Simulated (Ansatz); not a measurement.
GaSb:

```xyz
2
Lattice="0.0000 3.0590 3.0590 3.0590 0.0000 3.0590 3.0590 3.0590 0.0000" Properties=species:S:1:pos:R:3 pbc="T T T"
Sb    4.5885    4.5885    4.5885
Ga    0.0000    0.0000    0.0000
```

Base run:

| Quantity | Value |
| --- | --- |
| Program | Ansatz 0.2.0 |
| Functional | PBEsol |
| Potentials or basis | all-electron LAPW, scalar-relativistic |
| Cutoff | 278 eV (chosen from the basis error) |
| Basis error allowed | 0.001 eV/atom |
| k mesh | 8 × 8 × 8 |
| Occupations | fermi-dirac, width 0.05 eV |
| Spin | no spin polarisation |

Its results: pressure -0.1 GPa.

Q: The run is repeated on the same cell with these changes: potentials or basis from all-electron LAPW, scalar-relativistic to all-electron LAPW, non-relativistic. What comes out?

A: Pressure 0.4 GPa.

Caveats: relativity is left out, which matters for the heavier elements (some runs).
